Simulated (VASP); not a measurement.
# As in VASP: single point with LDA

Aim: the single point of As with LDA.

All numbers are computed with VASP 6.6.1; they aren't measurements. Logs are shortened: lines on timing, memory, paths and dates and some standing lists are left out, and cuts for length are marked.

## Step 1: Starting point

The cell holds a slab with vacuum, 2 atoms: a = 3.539 Å, b = 3.539 Å, c = 22.280 Å, α = 90.00°, β = 90.00°, γ = 120.00°.

The cell was built by a generator and needn't be a form met in nature.

## Step 2: Single point, LDA

Contents of INCAR:

```
SYSTEM = As
ALGO     = Fast           ! electronic algorithm
DIPOL    = 0.5 0.5 0.626
EDIFF    = 1E-6           ! SCF threshold, eV
ENCUT    = 520            ! plane-wave cutoff, eV
IDIPOL   = 3            
ISIF     = 2              ! what is computed and relaxed
ISMEAR   = 0              ! smearing method
LASPH    = .TRUE.         ! aspherical terms in the spheres
LCHARG   = .FALSE.        ! write CHGCAR
LDIPOL   = .TRUE.       
LREAL    = .FALSE.        ! projectors in reciprocal space
LWAVE    = .FALSE.        ! write WAVECAR
NBANDS   = 12             ! bands
NELM     = 100            ! most SCF steps
PREC     = Accurate       ! precision mode
SIGMA    = 0.04           ! smearing width, eV
```

Contents of KPOINTS:

```
k-points
0
G
  12 12 1
  0 0 0
```

Contents of POSCAR:

```
As
1.0
    3.5388401855      0.0000000000      0.0000000000
   -1.7694200928      3.0647255006      0.0000000000
    0.0000000000      0.0000000000     22.2800000000
As
2
Direct
    0.3333333333      0.6666666667      0.5949262057
    0.0000000000      0.0000000000      0.6565298538
```

Potentials or basis: VASP PAW LDA potentials, release 64 (As).

Run with:

```bash
cat potpaw_LDA.64/As/POTCAR > POTCAR
mpirun -np 1 vasp_std > vasp.out
```

OUTCAR:

```text
SYSTEM = As
   EDIFF = 1E-6
   ENCUT = 520
   ISIF = 2
   ISMEAR = 0
   LASPH = .TRUE.
   LREAL = .FALSE.
   NELM = 100
   PREC = Accurate

 ion  position               nearest neighbor table
   1  0.333  0.667  0.595-   2 2.46   2 2.46   2 2.46
   2  0.000  0.000  0.657-   1 2.46   1 2.46   1 2.46

  LATTYP: Found a hexagonal cell.
 ALAT       =     3.5388401855
 C/A-ratio  =     6.2958480271

  Lattice vectors:

 A1 = (   3.5388401855,   0.0000000000,   0.0000000000)
 A2 = (  -1.7694200928,   3.0647255006,   0.0000000000)
 A3 = (   0.0000000000,   0.0000000000,  22.2800000000)

Analysis of symmetry for initial positions (statically):
=====================================================================
 Subroutine PRICEL returns:
 Original cell was already a primitive cell.

 Routine SETGRP: Setting up the symmetry group for a
 hexagonal supercell.

 Subroutine GETGRP returns: Found 12 space group operations
 (whereof  6 operations were pure point group operations)
 out of a pool of 24 trial point group operations.

The static configuration has the point symmetry C_3v.
 The point group associated with its full space group is D_3d.

Analysis of symmetry for dynamics (positions and initial velocities):
=====================================================================
 Subroutine PRICEL returns:
 Original cell was already a primitive cell.

 Routine SETGRP: Setting up the symmetry group for a
 hexagonal supercell.

 Subroutine GETGRP returns: Found 12 space group operations
 (whereof  6 operations were pure point group operations)
 out of a pool of 24 trial point group operations.

The dynamic configuration has the point symmetry C_3v.
 The point group associated with its full space group is D_3d.

 Subroutine INISYM returns: Found 12 space group operations
 (whereof  6 operations are pure point group operations),
 and found     1 'primitive' translations

----------------------------------------------------------------------------------------

                                     Primitive cell

  volume of cell :     241.6394

  direct lattice vectors                    reciprocal lattice vectors
     3.538840185  0.000000000  0.000000000     0.282578457  0.163146748  0.000000000
    -1.769420093  3.064725501  0.000000000     0.000000000  0.326293497  0.000000000
     0.000000000  0.000000000 22.280000000     0.000000000  0.000000000  0.044883303

  length of vectors
     3.538840185  3.538840186 22.280000000     0.326293497  0.326293497  0.044883303

  position of ions in fractional coordinates (direct lattice)
     0.333333333  0.666666667  0.594926206
     0.000000000  0.000000000  0.656529854

  ion indices of the primitive-cell ions
   primitive index   ion index
                 1           1
                 2           2

----------------------------------------------------------------------------------------

 KPOINTS: k-points

Automatic generation of k-mesh.
 Grid dimensions read from file:
 generate k-points for:   12   12    1

 Generating k-lattice:

  Cartesian coordinates                     Fractional coordinates (reciprocal lattice)
     0.023548205  0.013595562  0.000000000     0.083333333 -0.000000000  0.000000000
     0.000000000  0.027191125  0.000000000     0.000000000  0.083333333  0.000000000
     0.000000000  0.000000000  0.044883303     0.000000000  0.000000000  1.000000000

  Length of vectors
     0.027191125  0.027191125  0.044883303

  Shift w.r.t. Gamma in fractional coordinates (k-lattice)
     0.000000000  0.000000000  0.000000000

 Subroutine IBZKPT returns following result:
 ===========================================

 Found     19 irreducible k-points:

 Following reciprocal coordinates:
            Coordinates               Weight
  0.000000  0.000000  0.000000      1.000000
  0.083333  0.000000  0.000000      6.000000
  0.166667  0.000000  0.000000      6.000000
  0.250000  0.000000  0.000000      6.000000
  0.333333  0.000000  0.000000      6.000000
  0.416667  0.000000  0.000000      6.000000
[... 11 lines left out ...]
  0.333333  0.250000  0.000000     12.000000
  0.333333  0.333333  0.000000      2.000000
   k-points           NKPTS =     19   k-points in BZ     NKDIM =     19   number of bands    NBANDS=     12
   number of dos      NEDOS =    301   number of ions     NIONS =      2
   total plane-waves  NPLWV = 131712
   dimension x,y,z NGX =    28 NGY =   28 NGZ =  168
   dimension x,y,z NGXF=    56 NGYF=   56 NGZF=  336
   ions per type =               2
   NGX,Y,Z   is equivalent  to a cutoff of  13.15, 13.15, 12.54 a.u.
   NGXF,Y,Z  is equivalent  to a cutoff of  26.31, 26.31, 25.07 a.u.
 SYSTEM =  As
   PREC   = accura    normal or accurate (medium, high low for compatibility)
   ISTART =      0    job   : 0-new  1-cont  2-samecut
   ICHARG =      2    charge: 1-file 2-atom 10-const
   ISPIN  =      1    spin polarized calculation?
   LNONCOLLINEAR =      F non collinear calculations
   LSORBIT =      F    spin-orbit coupling
   LASPH  =      T    aspherical Exc in radial PAW
   ENCUT  =  520.0 eV  38.22 Ry    6.18 a.u.   6.58  6.58 41.43*2*pi/ulx,y,z
   NELM   =    100;   NELMIN=  2; NELMDL= -5     # of ELM steps
   EDIFF  = 0.1E-05   stopping-criterion for ELM
   LREAL  =      F    real-space projection
   EDIFFG = 0.1E-04   stopping-criterion for IOM
   NSW    =      0    number of steps for IOM
   IBRION =     -1    ionic relax: 0-MD 1-quasi-New 2-CG
   NFREE  =      0    steps in history (QN), initial steepest desc. (CG)
   ISIF   =      2    stress and relaxation
   ISYM   =      2    0-nonsym 1-usesym 2-fastsym
   POTIM  = 0.5000    time-step for ionic-motion
   TEBEG  =    0.0;   TEEND  =   0.0 temperature during run
   PSTRESS=    0.0 pullay stress
   NELECT =      10.0000    total number of electrons
   NUPDOWN=      -1.0000    fix difference up-down
   EMIN   =  10.00;   EMAX   =-10.00  energy-range for DOS
   EFERMI =   0.00;   METHOD = LEGACY
   ISMEAR =     0;   SIGMA  =   0.04  broadening in eV -4-tet -1-fermi 0-gaus
   EFERMI_NEDOS =   21; number of points for ismear=-14 and -15
   IALGO  =     68    algorithm
   IMIX   =      4    mixing-type and parameters
     AMIX     =   0.40;   BMIX     =  1.00
     AMIX_MAG =   1.60;   BMIX_MAG =  1.00
  volume/ion in A,a.u.               =     120.82       815.33
  Fermi-wavevector in a.u.,A,eV,Ry     =   0.566264  1.070084  4.362774  0.320655
  Thomas-Fermi vector in A             =   1.604587
   LORBIT       =      0    0 simple, 1 ext, 2 COOP (PROOUT), +10 PAW based schemes
   GGA     = CA    functional components
   LHFCALC =     F    Hartree Fock is set to
   AEXX    =    0.0000 exact exchange contribution
   IVDW    =     0    specifies the selected vdW correction
   LEPSILON=     F    determine dielectric tensor
   LRPA    =     F    only Hartree local field effects (RPA)
 non-spin polarized calculation
 RMM-DIIS sequential band-by-band and
 Gauss-broadening in eV      SIGMA  =   0.04
  energy-cutoff  :      520.00
  volume of cell :      241.64
 maximum number of plane-waves:      6575
 NGX is ok and might be reduce to    28
   NGX = 13   NGY = 13   NGZ = 83

 dipolmoment           0.000000      0.000000     -0.000000 electrons x Angstroem

 number of electron      10.0000000 magnetization

 dipolmoment           0.000000      0.000000      0.000001 electrons x Angstroem

 Free energy of the ion-electron system (eV)
  ---------------------------------------------------
  ext. energy  EPLUGINS =         0.00000000
  ---------------------------------------------------
  free energy    TOTEN  =       -10.45887623 eV

  energy without entropy =      -10.45887623  energy(sigma->0) =      -10.45887623

 E-fermi :  -3.5807     XC(G=0):  -2.4401

 val. band max:       -3.8086318977   @ k =   0.0000   0.0000   0.0000
 cond. band min:      -2.2885399355   @ k =   0.3333   0.0000   0.0000
 fundamental gap:      1.5200919622
 Fermi energy:        -3.5806980490

 k-point     1 :       0.0000    0.0000    0.0000
  band No.  band energies     occupation
      1     -17.7179      2.00000
      2     -11.0568      2.00000
      3      -4.4628      2.00000
      4      -3.8086      2.00000
      5      -3.8086      2.00000
      6      -1.7626      0.00000
      7      -0.2093      0.00000
      8      -0.2093      0.00000
      9       1.1840      0.00000
     10       1.5116      0.00000
     11       2.1049      0.00000
     12       2.5047      0.00000

 k-point     2 :       0.0833    0.0000    0.0000
  band No.  band energies     occupation
      1     -17.6206      2.00000
      2     -11.0336      2.00000
      3      -4.7651      2.00000
      4      -4.4084      2.00000
      5      -4.0320      2.00000
      6      -1.1323      0.00000
      7      -0.3100      0.00000
      8       0.0223      0.00000
      9       1.3250      0.00000
     10       1.6224      0.00000
     11       2.2126      0.00000
     12       2.6190      0.00000

 k-point     3 :       0.1667    0.0000    0.0000
  band No.  band energies     occupation
      1     -17.3312      2.00000
      2     -11.0150      2.00000
      3      -6.1833      2.00000
      4      -4.5231      2.00000
      5      -4.2813      2.00000
      6      -1.5389      0.00000
      7       0.4360      0.00000
      8       0.4731      0.00000
      9       1.6653      0.00000
     10       1.9677      0.00000
     11       2.5269      0.00000
     12       2.9441      0.00000
[... 211 lines left out ...]
 k-point    18 :       0.3333    0.2500    0.0000
  band No.  band energies     occupation
      1     -14.6126      2.00000
      2     -13.3132      2.00000
      3      -8.2406      2.00000
      4      -6.3816      2.00000
      5      -5.4018      2.00000
      6      -1.6564      0.00000
      7       0.3262      0.00000
      8       0.9918      0.00000
      9       3.9527      0.00000
     10       4.5735      0.00000
     11       4.9809      0.00000
     12       5.4752      0.00000

 k-point    19 :       0.3333    0.3333    0.0000
  band No.  band energies     occupation
      1     -13.9442      2.00000
      2     -13.9442      2.00000
      3      -8.4959      2.00000
      4      -5.8638      2.00000
      5      -5.8638      2.00000
      6      -1.9275      0.00000
      7       0.8542      0.00000
      8       0.8542      0.00000
      9       4.2414      0.00000
     10       5.2394      0.00000
     11       5.2394      0.00000
     12       6.0197      0.00000

------------------------ aborting loop because EDIFF is reached ----------------------------------------

 vacuum level on the upper side and lower side of the slab       (xc-potential included)        -0.008        -0.008

  FORCE on cell =-STRESS in cart. coord.  units (eV):
  Direction    XX          YY          ZZ          XY          YZ          ZX
  --------------------------------------------------------------------------------------
  -------------------------------------------------------------------------------------
  Total       -0.2003768     -0.2003768      0.2091748      0.0000000      0.0000000      0.0000000
  in kB       -1.3285879     -1.3285879      1.3869224      0.0000000      0.0000000      0.0000000
  external PRESSURE =      -0.4234178 kB  Pullay stress =       0.0000000 kB

 VOLUME and BASIS-vectors are now :
 -----------------------------------------------------------------------------
  energy-cutoff  :      520.00
  volume of cell :      241.64
      direct lattice vectors                 reciprocal lattice vectors
     3.538840185  0.000000000  0.000000000     0.282578457  0.163146748  0.000000000
    -1.769420093  3.064725501  0.000000000     0.000000000  0.326293497  0.000000000
     0.000000000  0.000000000 22.280000000     0.000000000  0.000000000  0.044883303

 POSITION                                       TOTAL-FORCE (eV/Angst)
 -----------------------------------------------------------------------------------
     -0.00000      2.04315     13.25496        -0.000000      0.000000     -0.153452
      0.00000      0.00000     14.62749         0.000000     -0.000000      0.153452
 -----------------------------------------------------------------------------------
    total drift:                                0.000000     -0.000000      0.000007

  FREE ENERGIE OF THE ION-ELECTRON SYSTEM (eV)
  ---------------------------------------------------
  free  energy   TOTEN  =       -10.4588762263 eV

  energy  without entropy=      -10.4588762263  energy(sigma->0) =      -10.45887623

 vacuum level on the upper side and lower side of the slab         1.790         1.789
```

It took 2.8 min on 1 thread of AMD EPYC 7R43 (Zen 3), shared host; peak memory 0.24 GiB.

What came out:

| Item | Value |
| --- | --- |
| Free energy | -10.4589 eV |
| Largest force | 0.153 eV/Å |
| Band gap on the k mesh | 1.52 eV, indirect (least direct gap 2.05 eV) |

Forces in eV/Å, atoms in the order of the input:
```
As   0.000  0.000 -0.153
As   0.000  0.000  0.153
```

Levels at points of the mesh, in eV from the valence-band top:
```
           k point  band 1  band 2  band 3  band 4  band 5  band 6  band 7  band 8  band 9  band 10
(0.00, 0.00, 0.00)  -13.91   -7.25   -0.65    0.00    0.00    2.05    3.60    3.60    4.99     5.32
(0.50, 0.00, 0.00)  -11.31   -9.30   -3.54   -2.00   -1.66    1.89    3.11    4.67    6.21     8.48
```
